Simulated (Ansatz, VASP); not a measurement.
Cu in VASP and in Ansatz

The input INCAR:

```
  ALGO = Normal
  EDIFF = 1E-6
  ENCUT = 520
  GGA = PS
  ISIF = 2
  ISMEAR = -1
  LASPH = True
  LCHARG = False
  LREAL = False
  LWAVE = False
  NBANDS = 12
  NELM = 100
  PREC = Accurate
  SIGMA = 0.1
```

The input KPOINTS:

```
k-points
0
Gamma
  17 17 17
```

POSCAR

```
Cu
1.0
   -1.3967024747      1.3967024747      1.3967024747
    1.3967024747     -1.3967024747      1.3967024747
    1.3967024747      1.3967024747     -1.3967024747
Cu
1
Direct
    0.0000000000      0.0000000000      0.0000000000
```

Input for Ansatz:

```yaml
crystal:
  lattice:
    - [-1.3967024747, 1.3967024747, 1.3967024747]
    - [1.3967024747, -1.3967024747, 1.3967024747]
    - [1.3967024747, 1.3967024747, -1.3967024747]
  atoms:
    - { symbol: Cu, position: [0.0, 0.0, 0.0] }
hamiltonian:
  xc: pbesol
  pseudopotentials:
    kind: paw
    azcp:
      Cu: "pseudopotentials/Cu.paw.azcp"
basis:
  ecutwfc: 420
  fft_grid_basis: typed
kpoints:
  mp_grid: { grid: [17, 17, 17], shift: [0, 0, 0] }
magnetization:
  spin_polarized: false
scf:
  occupations: { method: fermi_dirac, width: 0.1 }
  lower_state_search: "off"
output:
  stress: true
  write_density: true
  write_potential: true
  elf: true
  volumetric_format: npy
```

Alike in both runs: task single point; functional PBEsol; k mesh 17 × 17 × 17; occupations fermi-dirac, width 0.1 eV; no spin polarisation.

```csv
,VASP,Ansatz
version,VASP 6.6.1,Ansatz 0.2.0
potentials or method,"VASP PAW PBE potentials, release 64 (Cu)","plane waves (420 eV) with PAW, scalar-relativistic"
plane-wave cutoff (eV),520,420
valence electrons in the cell,11,19
```

VASP gave:

```
pressure (GPa) : 8.4
```

Question: What did Ansatz give for the same quantities?

Answer: Pressure (GPa): 7.6.

The two sets of potentials don't hold the same shells in valence. Ansatz warned: «pseudo_functional_mismatch».

Caveats: the PAW data sets were made with another functional, which shifts forces and pressure a little (VASP).
